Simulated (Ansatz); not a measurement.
Crystal: ZrH.

```xyz
2
Lattice="-1.6439 1.6439 2.5044 1.6439 -1.6439 2.5044 1.6439 1.6439 -2.5044" Properties=species:S:1:pos:R:3 pbc="T T T"
Zr    0.0000    0.0000    0.0000
H     0.0000    1.6439    1.2522
```

The cell comes from a database or a generator and needn't be the stable form of this composition.

Base run:

```yaml
Program: Ansatz 0.2.0
Functional: LDA
Potentials_or_basis: Ansatz PAW
Cutoff: "420 eV (not typed: the program's choice for these potentials)"
k_mesh: 11 × 11 × 11
Occupations: fermi-dirac, width 0.05 eV
Spin: no spin polarisation
Hubbard_terms: Zr d U = 3 eV
```

Its results: band gap on the k mesh none (metal or under the smearing width); pressure -4.0 GPa.

Q: The run is repeated on the same cell with these changes: hubbard terms from Zr d U = 3 eV to Zr d U = 5 eV. What comes out?

A: Band gap on the k mesh none (metal or under the smearing width); pressure -2.0 GPa.

Caveats: U without spin polarisation on a metal has little footing; the PAW data sets come from PBE, with cores solved anew for the run's functional, which leaves a small shift of forces and pressure; the U is typed as a test and isn't derived for this compound.
